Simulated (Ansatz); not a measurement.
Take a crystal in which Ba has been replaced by Ca on all its sites, with the cell rescaled by a rough guess (in some cases also distorted within its space group) and nothing relaxed:

```
Ca
1.0
     0.00000    2.94850    2.94850
     2.94850    0.00000    2.94850
     2.94850    2.94850    0.00000
Ca
1
Direct
  0.00000 0.00000 0.00000
```

Theory: DFT PBE, scalar-relativistic, plane waves, PAW in Ansatz 0.2.0.

Settings: cutoff 420 eV, Γ-centred mesh 12×12×12 on the computed 1-atom cell, Gaussian smearing of 0.10 eV; no spin polarisation.

Task: What pressure does the cell carry?

Result: The pressure is -2.4 GPa (positive in compression), so the cell would contract.

Task: Is it a metal on this mesh?

Result: Yes, a band crosses the Fermi level.